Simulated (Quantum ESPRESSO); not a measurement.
AlN: phonons with PBE+D3(BJ)

AlN:

```
Al N
1.0
     0.00000    2.18399    2.18399
     2.18399    0.00000    2.18399
     2.18399    2.18399    0.00000
Al N
1 1
Direct
  0.00000 0.00000 0.00000
  0.25000 0.25000 0.25000
```

Measurements of this composition are mostly on another form, of space group No. 186.

```
Program             : Quantum ESPRESSO 7.5
Task                : phonons
Functional          : PBE
Dispersion          : D3(BJ)
Potentials or basis : PseudoDojo 0.4.1 SR PBE standard
Cutoff              : 1143 eV
Density cutoff      : 4572 eV
k mesh              : 6 × 6 × 6, shifted
Occupations         : fermi-dirac, width 0.05 eV
Spin                : no spin polarisation
Mixing beta         : 0.5
Most SCF iterations : 120
SCF threshold       : 4e-10 Ry
```

| Property | Result |
| --- | --- |
| Relaxed volume | 10.43 Å³/atom |
| Relaxed cell | a = 3.090 Å, b = 3.090 Å, c = 3.090 Å, α = 60.00°, β = 60.00°, γ = 60.00° |
| Space group after relaxing (to 0.05 Å) | F-43m (No. 216) |
| Pressure after relaxing | 0.0 GPa |
| Electronic dielectric tensor (diagonal) | 4.54 |
| Born charges (mean of the diagonal) | Al +2.52; N -2.52 e |
| Highest phonon frequency at Γ, LO-TO splitting left out | 663 cm⁻¹ |
| Static dielectric tensor (diagonal) | 8.25 |

Final structure:
```
Al N
1.0
     0.00000    2.18479    2.18479
     2.18479    0.00000    2.18479
     2.18479    2.18479    0.00000
Al N
1 1
Direct
  0.00000 0.00000 0.00000
  0.25000 0.25000 0.25000
```

Levels at points of the mesh, in eV from the valence-band top:
| k point | band 1 | band 2 | band 3 | band 4 | band 5 | band 6 | band 7 | band 8 |
| --- | --- | --- | --- | --- | --- | --- | --- | --- |
| (0.08, 0.08, 0.08) | -14.82 | -0.55 | 0.00 | 0.00 | 4.70 | 12.33 | 12.71 | 12.71 |

Phonon frequencies in cm⁻¹ (negative: imaginary):
| q point | frequencies |
| --- | --- |
| (0.000, 0.000, 0.000) | -3 -3 -3 663 663 663 |

Electronic dielectric tensor:
```
4.54 0.00 0.00
0.00 4.54 0.00
0.00 0.00 4.54
```

Born effective charge tensors (e):
atom 1, Al
```
2.52 0.00 0.00
0.00 2.52 0.00
0.00 0.00 2.52
```
atom 2, N
```
-2.52  0.00  0.00
 0.00 -2.52  0.00
 0.00  0.00 -2.52
```

Optical modes at Γ, degenerate ones joined, polar ones without the macroscopic field:
```csv
cm⁻¹,components,symmetry,active in,"IR intensity, summed ((D/Å)²/amu)"
662,3,T2,IR and Raman,47.80
```

Zone-centre frequencies without and with the macroscopic field along z (cm⁻¹):
```csv
,optical modes in rising order
without,662 662 662
with the field,662 662 893
```

Static dielectric tensor, electrons and zone-centre modes:
```
8.25 0.00 0.00
0.00 8.25 0.00
0.00 0.00 8.25
```

Run time: 2.4 min on 1 thread of Arm Neoverse V1 (shared host), peak memory 0.06 GiB.
